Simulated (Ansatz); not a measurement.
# NbN: the cost of one run

Method: DFT PBEsol, scalar-relativistic, plane waves, PAW, in Ansatz 0.2.0.

3 further runs of the same task are left out: 3 set aside as unsound or not needed.

### 1 The structure to begin with

The structure is cubic, space group Fm-3m (No. 225). The conventional cell has a = 4.382 Å, b = 4.382 Å, c = 4.382 Å, α = 90.00°, β = 90.00°, γ = 90.00°. Nb (site symmetry m-3m) has 6 N at 2.19 Å as nearest neighbours. N (site symmetry m-3m) has 6 Nb at 2.19 Å as nearest neighbours.

Coordinates:

```cif
data_structure
_symmetry_space_group_name_H-M 'Fm-3m'
_symmetry_Int_Tables_number 225
_cell_length_a 4.3818
_cell_length_b 4.3818
_cell_length_c 4.3818
_cell_angle_alpha 90.000
_cell_angle_beta 90.000
_cell_angle_gamma 90.000
_cell_volume 84.13
loop_
_atom_site_label
_atom_site_type_symbol
_atom_site_symmetry_multiplicity
_atom_site_Wyckoff_symbol
_atom_site_fract_x
_atom_site_fract_y
_atom_site_fract_z
_atom_site_occupancy
Nb1 Nb 4 b 0.50000 0.00000 0.00000 1
N1 N 4 a 0.00000 0.00000 0.00000 1
```

It is the result of an earlier relaxation at this level (volume 10.52 Å³/atom; gap on the mesh: none (metal)).

### 2 The cell under 9 GPa

At a set pressure the run lowers the enthalpy E + PV, so the energy alone may rise along the way.

Contents of input.yaml:

```yaml
crystal:
  lattice:
    - [0.0, 2.1908865824, 2.1908865824]
    - [2.1908865824, 0.0, 2.1908865824]
    - [2.1908865824, 2.1908865824, 0.0]
  atoms:
    - { symbol: Nb, position: [0.5, 0.5, 0.5] }
    - { symbol: "N", position: [0.0, 0.0, 0.0] }
basis:
  ecutwfc: 420
kpoints:
  mp_grid: { grid: [16, 16, 16] }
hamiltonian:
  xc: pbesol
scf:
  occupations: { method: fermi_dirac, width: 0.15 }
output:
  forces: true
  stress: true
  eigenvalues: true
relax:
  adjacent_minimum: "off"
  f_tol: 0.001
  max_steps: 60
  cell: { stress_tol: 0.02, p_target: 9.0 }
```

On the command line:

```console
> ansatz run input.yaml --threads 1 --pin off --max-ram 3072MiB --backend cpu --events-out ev --progress --plain --runs-dir out
```

**Question.** How long does this run take on 1 thread of Arm Neoverse V1, shared host, and how much memory does it need?

About 25 s, with a peak of 0.38 GiB.
